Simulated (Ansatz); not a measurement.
# Si4HC4: the cost of one run

Program: Ansatz 0.2.0. Level of theory: DFT PBE, scalar-relativistic, plane waves, PAW. These are calculated values, not measurements.

The COD entry's cell or inner coordinates are ideal or old and differ from later refinements, so a difference from it is no clean test against experiment.

3 further runs of the same task are left out: 1 that didn't finish, 2 set aside as unsound or not needed.

## Step 1: The structure to begin with

It takes space group Pm (No. 6, monoclinic). Conventional cell: a = 4.379 Å, b = 3.097 Å, c = 20.133 Å, α = 90.00°, β = 90.00°, γ = 90.00°. Around Si (site symmetry m) lie 3 C at 1.90 Å. C (site symmetry m) has 3 Si at 1.90 Å as nearest neighbours. Around Si (site symmetry m) lie 4 C at 1.90 to 1.94 Å. C (site symmetry m) has 4 Si at 1.90 to 1.95 Å as nearest neighbours. Si (site symmetry m) is surrounded by 4 C at 1.86 to 1.95 Å. C (site symmetry m) is surrounded by 4 Si at 1.84 to 1.94 Å. Around Si (site symmetry m) lie 1 H at 1.67 Å and 3 C at 1.78 to 1.84 Å. C (site symmetry m) is surrounded by 3 Si at 1.78 to 1.86 Å and 2 H at 1.96 Å. Only part of the 9 independent sites is listed.

Structure file:

```cif
data_structure
_symmetry_space_group_name_H-M 'P 1'
_symmetry_Int_Tables_number 1
_cell_length_a 3.0967
_cell_length_b 4.3795
_cell_length_c 20.1332
_cell_angle_alpha 90.000
_cell_angle_beta 90.000
_cell_angle_gamma 90.000
_cell_volume 273.05
loop_
_atom_site_label
_atom_site_type_symbol
_atom_site_fract_x
_atom_site_fract_y
_atom_site_fract_z
_atom_site_occupancy
Si1 Si 0.50000 0.50000 0.19868 1
C1 C 0.00000 0.25000 0.19868 1
Si2 Si 0.00000 0.00000 0.27558 1
C2 C 0.50000 0.75000 0.27558 1
Si3 Si 0.50000 0.49714 0.35549 1
C3 C 0.00000 0.25594 0.35416 1
Si4 Si 0.00000 0.94989 0.41690 1
C4 C 0.50000 0.75474 0.42880 1
H1 H 0.00000 0.75474 0.48830 1
```

This is the geometry of the first run shown, built on a cell relaxed beforehand with the same method.

## Step 2: Plan of the line

Atoms count from 1 in the order of the input.

H is moved over the surface cell; relaxed at each place: the height of the adsorbate's atoms; substrate rigid; the origin of the map has the adsorbate above C8.

The axes are (1) position of H9 along the first surface vector, from above C8: 6 values from 0.000 to 0.833, periodic; (2) position of H9 along the second surface vector, from above C8: 6 values from 0.000 to 0.833, periodic.

Relaxed at each point: the height of the adsorbate's atoms; substrate rigid. Points are written as (first, second).

The two vectors of the plane (Å): (3.097, 0.000, 0.000); (0.000, 4.380, 0.000).

## Step 3: Point (3/6, 0/6) of the map's two axes

Contents of input.yaml:

```yaml
crystal:
  lattice:
    - [3.0967389835, 0.0, 0.0]
    - [0.0, 4.3794502696, 0.0]
    - [0.0, 0.0, 20.1332068295]
  atoms:
    - { symbol: Si, position: [0.5, 0.5, 0.198676745] }
    - { symbol: C, position: [0.0, 0.25, 0.198676745] }
    - { symbol: Si, position: [0.0, 0.0, 0.2755829977] }
    - { symbol: C, position: [0.5, 0.75, 0.2755829977] }
    - { symbol: Si, position: [0.5, 0.4971400051, 0.3554907352] }
    - { symbol: C, position: [0.0, 0.2559423864, 0.3541649037] }
    - { symbol: Si, position: [0.0, 0.9498903695, 0.41689525] }
    - { symbol: C, position: [0.5, 0.7547379437, 0.428804358] }
    - { symbol: H, position: [1.0, 0.7547379437, 0.4882998869], spin: 1.0 }
basis:
  ecutwfc: 420
kpoints:
  mp_grid: { grid: [9, 6, 1] }
hamiltonian:
  xc: pbe
  pseudopotentials: { kind: paw, azcp: { folder: soft_1 } }
scf:
  occupations: { method: gaussian, width: 0.05 }
output:
  forces: true
  eigenvalues: true
  populations: true
magnetization:
  spin_polarized: true
relax:
  adjacent_minimum: "off"
  f_tol: 0.025
  max_steps: 16
  constraints: [{ sites: [0, 1, 2, 3, 4, 5, 6, 7] }, { sites: [8], fix: xy }]
efield:
  axis: 3
  dipole_correction: true
  ramp_width: 0.04
```

Started as:

```bash
$ ansatz run input.yaml --threads 2 --pin off --max-ram 6144MiB --backend cpu --events-out ev --progress --plain --runs-dir out
```

**Question.** How long does this run take on 2 threads of Intel Xeon 6975P-C (Granite Rapids), shared host, and how much memory does it need?

About 36 s, with a peak of 0.65 GiB.
